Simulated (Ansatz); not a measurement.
Z-matrix (Å, degrees):
```
C
C 1 1.519
H 1 1.093 2 111.1
H 1 1.094 2 111.1 3 -119.6
H 1 1.092 2 111.6 3 120.2
C 2 1.520 1 112.9 3 59.6
H 2 1.096 1 109.6 3 -178.2
H 2 1.096 1 109.6 3 -62.3
C 6 1.515 2 112.9 1 179.5
H 6 1.095 2 110.1 1 -58.8
H 6 1.099 2 109.3 1 57.8
O 9 1.412 6 113.3 2 177.4
H 9 1.094 6 110.0 2 59.5
H 9 1.100 6 109.8 2 -57.9
H 12 0.961 9 108.2 6 58.9
```

The species carries charge 0 and has multiplicity 1.

**Question.** List the CAM-B3LYP/def2-TZVPP orbital energies in eV (the Gaussian-basis code of Ansatz). (Best estimate.)

**Answer.** Computed: Occupied: -522.29, -279.88, -278.72, -278.61, -278.48, -30.02, -24.05, -21.81, -19.34, -18.10, -15.81, -14.82, -14.02, -13.69, -12.50, -12.33, -11.75, -11.03, -10.79, -10.48, -9.24. Lowest empty: 1.81, 2.14, 2.75, 3.11, 3.49, 4.00, 4.40, 4.52.
